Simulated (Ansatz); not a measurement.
A run of Ansatz 0.2.0 is set up as follows.

File input.yaml:

```yaml
crystal:
  lattice:
    - [0.0, 2.877304, 2.877304]
    - [2.877304, 0.0, 2.877304]
    - [2.877304, 2.877304, 0.0]
  atoms:
    - { symbol: In, position: [0.5, 0.5, 0.5] }
    - { symbol: As, position: [0.0, 0.0, 0.0] }
hamiltonian:
  xc: revpbe
  pseudopotentials: { kind: paw }
kpoints:
  mp_grid: { grid: [8, 8, 8] }
  band_path:
    path:
      - [[0.0, 0.0, 0.0], [0.5, 0.0, 0.5], [0.5, 0.25, 0.75], [0.375, 0.375, 0.75], [0.0, 0.0, 0.0], [0.5, 0.5, 0.5], [0.625, 0.25, 0.625], [0.5, 0.25, 0.75], [0.5, 0.5, 0.5], [0.375, 0.375, 0.75]]
      - [[0.625, 0.25, 0.625], [0.5, 0.0, 0.5]]
    npoints: 14
scf:
  occupations: { method: fermi_dirac, width: 0.05 }
  n_extra_bands: 6
output:
  forces: true
  stress: true
  eigenvalues: true
  fatbands: false
```

Potentials or basis: Ansatz PAW.

Launch:

```sh
$ ansatz run input.yaml --threads 2 --pin off --max-ram 5632MiB --backend cpu --events-out ev --progress --plain --runs-dir out
```

(1) Estimate the pressure.

(2) Estimate the band gap on the k mesh.

Answers

(1) 1.2 GPa.

(2) none (metal or under the smearing width).

Caveat: spin-orbit coupling is left out, which moves the levels of the heavy elements; the PAW data sets come from PBE, with cores solved anew for the run's functional, which leaves a small shift of forces and pressure.
